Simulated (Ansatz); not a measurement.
# Moving the functional in PbO2

```cif
data_structure
_symmetry_space_group_name_H-M 'P4_2/mnm'
_symmetry_Int_Tables_number 136
_cell_length_a 4.9950
_cell_length_b 4.9950
_cell_length_c 3.4090
_cell_angle_alpha 90.000
_cell_angle_beta 90.000
_cell_angle_gamma 90.000
_cell_volume 85.05
loop_
_atom_site_label
_atom_site_type_symbol
_atom_site_symmetry_multiplicity
_atom_site_Wyckoff_symbol
_atom_site_fract_x
_atom_site_fract_y
_atom_site_fract_z
_atom_site_occupancy
Pb1 Pb 2 a 0.50000 0.50000 0.50000 1
O1 O 4 f 0.69257 0.69257 0.00000 1
```

The cell is a database's computed one, not the measured one.

Kept alike: task band structure; k mesh 6 × 6 × 8; occupations fermi-dirac, width 0.05 eV; no spin polarisation. Program: Ansatz, all-electron LAPW, scalar-relativistic. The mesh is that of the run's cell of 6 atoms. No spin-orbit coupling.

| run | pressure (GPa) |
| --- | --- |
| A | 0.25 |
| B | -3.88 |
| C | 5.74 |

Pressure is positive in compression.

The runs differ in the functional alone: LDA; PBE; PBEsol. Which run is which?

Run A is PBEsol; run B is LDA; run C is PBE. The pressure runs from -3.88 (LDA) to 5.74 GPa (PBE). From PBE: LDA -9.62; PBEsol -5.49. A positive pressure means that the functional's own cell is larger than the one given, a negative one that it is smaller.

At the same fixed geometry, LDA would contract the cell and PBE would expand it, while PBEsol is almost in balance at 0.25 GPa, somewhat nearer to LDA than to PBE. This is the familiar order of bond strengths. LDA overbinds, whereas the gradient enhancement of exchange in PBE favours the more inhomogeneous density of separated atoms and so softens the Pb–O bonds and lengthens them at equilibrium. PBEsol weakens that enhancement to recover the slowly varying limit, which suits densely packed solids better. In PbO2 the effect probably acts mainly where the oxygen 2p density overlaps the Pb 6s and outer-core 5d shells, since the formally empty 6s shell of Pb(IV) takes part in covalent bonding with oxygen.

The small PBEsol residual suggests that the supplied cell was relaxed with that functional or one of similar equilibrium volume, though it doesn't prove this. Nor does a nearly vanishing mean stress show that the axial ratio or the oxygen position is relaxed, as opposing stress components can cancel and internal forces can remain.
